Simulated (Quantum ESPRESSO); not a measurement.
**CuAu3 under changes of volume**

One of the cells (15.761 Å³/atom); the others are scaled copies at fixed shape and fractional positions:

```
Au Cu
1.0
     3.98000    0.00000    0.00000
     0.00000    3.98000    0.00000
     0.00000    0.00000    3.98000
Au Cu
3 1
Direct
  0.50000 0.50000 0.00000
  0.50000 0.00000 0.50000
  0.00000 0.50000 0.50000
  0.00000 0.00000 0.00000
```

```yaml
Program: Quantum ESPRESSO 7.5
Functional: r2SCAN
Potentials_or_basis: SG15 PBE 1.2
Cutoff: 1197 eV
Density_cutoff: 4789 eV
k_mesh: 3 × 3 × 3
Occupations: fermi-dirac, width 0.05 eV
Spin: no spin polarisation
```

```csv
volume (Å³/atom),energy over the lowest point (meV/atom),pressure (GPa)
14.816,?,?
15.131,59.02,15.7
15.446,32.56,11.1
15.761,14.55,7.1
16.076,4.01,3.6
16.392,0.00,0.5
16.707,1.75,-2.3
```

What does the run at 14.816 Å³/atom give?

Energy over the lowest point 95.08 meV/atom; pressure 20.9 GPa.

Worked out: A Birch-Murnaghan fit of order 3 (a polynomial in V^(-2/3)) to the other rows has its minimum at 16.45 Å³/atom with B0 = V·E''(V) = 149 GPa and B' = 5.8. It gives 95.13 meV/atom at 14.816 Å³/atom, against the run's 95.08, and -dE/dV = 21.0 GPa, against 20.9.

Energies are extrapolated to zero smearing.

Caveats: all runs use coarse meshes; the potentials were made for another functional, which shifts forces and pressure.
